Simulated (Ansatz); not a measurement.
SnS2, CdI2 type was relaxed with 3 functionals in the PAW code Ansatz, cell and atoms free, the symmetry of the start kept (meshes: PBE-D3(BJ) 12×12×4, r2SCAN+rVV10 12×12×4, PBE-D4 12×12×4). Calculated for a static, non-magnetic cell.

The r2SCAN+rVV10 result:
```yaml
crystal:
  lattice:
    - [3.66075, 0.00000, 0.00000]
    - [-1.83038, 3.17031, 0.00000]
    - [0.00000, 0.00000, 5.96178]
  atoms:
    - { symbol: Sn, position: [0.00000, 0.00000, 0.00000] }
    - { symbol: S, position: [0.33333, 0.66667, 0.24559] }
    - { symbol: S, position: [0.66667, 0.33333, 0.75441] }
```

It is trigonal, P-3m1 (No. 164); a = 3.661 Å, c = 5.962 Å in the conventional setting, 23.06 Å³ an atom. Around Sn lie 6 S at 2.57 Å; around S lie 3 Sn at 2.57 Å.

**Question.** What lattice does PBE-D3(BJ) give?

**Answer.** a = 3.669 Å, c = 5.810 Å; the volume differs by -2.1 % from r2SCAN+rVV10's. Sn has 6 S at 2.58 Å; S has 3 Sn at 2.58 Å.

**Question.** What lattice does PBE-D4 give?

**Answer.** a = 3.668 Å, c = 5.804 Å; the volume differs by -2.3 % from r2SCAN+rVV10's. Around Sn lie 6 S at 2.58 Å; around S lie 3 Sn at 2.58 Å.

**Question.** How do the relaxed cells compare with measured ones?

**Answer.**
Comparison with experiment:
- Lattice constant a, measured 3.6456 Å: PBE-D3(BJ) 3.669 (+0.6 %), r2SCAN+rVV10 3.661 (+0.4 %), PBE-D4 3.668 (+0.6 %). Source: 3.6456 ± 0.0004 Å (a axis; 300 K; quoted from earlier structure determination; literature value quoted from an earlier structure determination; quoted in “Relating chemical bonding to physical properties: The origin of unexpected isotropic properties in layered materials”, 2018, arxiv:1807.00599).
- Lattice constant c, measured 5.8934 Å: PBE-D3(BJ) 5.810 (-1.4 %), r2SCAN+rVV10 5.962 (+1.2 %), PBE-D4 5.804 (-1.5 %). Source: 5.8934 ± 0.0011 Å (c axis; 300 K; quoted from earlier structure determination; literature value quoted from an earlier structure determination; quoted in “Relating chemical bonding to physical properties: The origin of unexpected isotropic properties in layered materials”, 2018, arxiv:1807.00599).
The calculated lattice is static; the measured one holds thermal expansion and zero-point motion. Reports marked as nanostructured, strained, doped, implanted or mixed samples, and transport gaps, were set aside.

Spin-orbit coupling is left out, which matters wherever the heavy atoms make up the band edges.
